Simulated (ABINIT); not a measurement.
Runs of ABINIT 10.8.3 (patched build) on MnS. It takes space group P6_3mc (No. 186, hexagonal). Conventional cell: a = 3.954 Å, b = 3.954 Å, c = 6.343 Å, α = 90.00°, β = 90.00°, γ = 120.00°. Around Mn (site symmetry 3m) lie 4 S at 2.36 to 2.42 Å. S (site symmetry 3m) is surrounded by 4 Mn at 2.36 to 2.42 Å. The cell is a database's computed one.

| level | potentials or basis | k mesh | mesh quality | gap on the mesh (eV) | moment (μB) | largest force (eV/Å) |
| --- | --- | --- | --- | --- | --- | --- |
| LDA | JTH PAW LDA v2.0 | 6 × 6 × 3 | not flagged | none | (b) | 0.25 |
| LDA | JTH PAW LDA v2.0 | 5 × 5 × 2 | coarse | none | 9.42 | 0.19 |
| PBEsol | JTH PAW PBE v2.0 | 3 × 3 × 2 | coarse | none | 9.66 | 0.25 |
| PBE | JTH PAW PBE v2.0 | 5 × 5 × 2 | coarse | none | 9.80 | 0.28 |
| PBE | JTH PAW PBE v2.0 | 3 × 3 × 2 | coarse | none | (a) | 0.26 |

Alike in all rows: task single point; spin collinear, ferromagnetic start; cell as given; cutoff (eV) 544; smearing fermi-dirac 0.05 eV.

Task: Fill in the values left out.

Result: (a) 9.67; (b) 9.61.

Caveats: some runs use coarse meshes; semilocal functionals often make such compounds metallic where correlation or magnetic order opens a gap, which also shifts bond lengths; only a ferromagnetic start was run, and an antiferromagnetic order may lie lower in energy; the PAW data sets were made with another functional, which shifts forces and pressure a little (some runs).

A gap of «none» marks a metal or a gap under the smearing width.
